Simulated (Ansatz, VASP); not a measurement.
# Rb: VASP beside Ansatz

The input INCAR:

```
SYSTEM = Rb
  PREC = Accurate
  ENCUT = 520
  EDIFF = 1E-6
  ISMEAR = 0
  SIGMA = 0.15
  LREAL = .FALSE.
  LASPH = .TRUE.
  NELM = 100
  ALGO = Fast
  ISIF = 2
  LWAVE = .FALSE.
  LCHARG = .TRUE.
  GGA = PE
  LELF = .TRUE.
  LVHAR = .TRUE.
  NBANDS = 10
```

File KPOINTS:

```
regular mesh
0
G
  14 14 14
  0 0 0
```

POSCAR

```
Rb
1.0
   -2.7182544331      2.7182544331      2.9900798764
    2.7182544331     -2.7182544331      2.9900798764
    2.7182544331      2.7182544331     -2.9900798764
Rb
1
Direct
    0.0000000000      0.0000000000      0.0000000000
```

Input for Ansatz:

```yaml
crystal:
  lattice:
    - [-2.7182544331, 2.7182544331, 2.9900798764]
    - [2.7182544331, -2.7182544331, 2.9900798764]
    - [2.7182544331, 2.7182544331, -2.9900798764]
  atoms:
    - { symbol: Rb, position: [0.0, 0.0, 0.0] }
basis:
  ecutwfc: 420
kpoints:
  mp_grid: { grid: [14, 14, 14] }
hamiltonian:
  xc: pbe
scf:
  occupations: { method: gaussian, width: 0.15 }
output:
  forces: true
  stress: true
  eigenvalues: true
```

Alike in both runs: task single point; functional PBE; k mesh 14 × 14 × 14; occupations gaussian, width 0.15 eV; no spin polarisation.

```csv
,VASP,Ansatz
version,VASP 6.6.1,Ansatz 0.2.0
potentials or method,"VASP PAW PBE potentials, release 64 (Rb_sv)","scalar-relativistic, plane waves, PAW"
plane-wave cutoff (eV),520,420
valence electrons in the cell,9,9
```

```csv
,VASP,Ansatz,Ansatz less VASP
gap on the k mesh at the Fermi level (eV),none,none,-
pressure (GPa),0.1,0.1,0.00
```

A gap of «none» marks a metal or a gap that the smearing closes.
